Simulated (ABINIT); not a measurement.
A run of ABINIT 10.8.3 (patched build) is set up as follows.

run.abi

```
# Datasets: one volume each
ndtset 7
getwfk -1
scalecart1 3*0.9795861087
scalecart2 3*0.9864848297
scalecart3 3*0.9932883884
scalecart4 3*1.0000000000
scalecart5 3*1.0066227096
scalecart6 3*1.0131594038
scalecart7 3*1.0196128224

# Pseudopotentials
pp_dirpath "./"
pseudos "Ta.upf"

# Structure
acell 2.8601008575 2.8601008575 2.8601008575 Angstrom
rprim
    -0.5773502692     0.5773502692     0.5773502692
     0.5773502692    -0.5773502692     0.5773502692
     0.5773502692     0.5773502692    -0.5773502692
ntypat 1
znucl 73
natom 1
typat 1
xred
     0.0000000000     0.0000000000     0.0000000000

# Plane-wave basis
ecut 29.0

# k points
kptopt 1
ngkpt 11 11 11
nshiftk 1
shiftk 0.0 0.0 0.0

# Exchange and correlation
ixc -116133

# Bands and occupations
nband 11
occopt 3
tsmear 0.00183747

# SCF cycle
nstep 100
tolvrs 1.0e-10

# Output
iomode 3
prtwf 1
prtden 0
prteig 0
prtebands 0
enunit 2
```

Potentials or basis: PseudoDojo NC SR PBEsol v0.4.1 standard.

Run with:

```bash
$ abinit run.abi > log 2>&1
```

(1) Predict the equilibrium volume.

(2) Predict the bulk modulus.

(3) Estimate the pressure derivative of the bulk modulus.

Results:

(1) 17.64 Å³/atom.

(2) 212 GPa.

(3) 4.4.

Caveat: pressures at fixed basis lie under the slope of the energies.

**What was measured.**

“Refinement of the equation of state of tantalum”, 2004, arxiv:cond-mat/0403080 quotes, for a bulk crystal of Ta: bulk modulus 194 GPa.

Measured bulk modulus of Ta: 194 GPa (quoted in “Refinement of the equation of state of tantalum”, 2004, arxiv:cond-mat/0403080). This calculation gives 212 GPa (+9.1 %). The fit is for a static lattice scaled at fixed shape and fixed fractional positions.
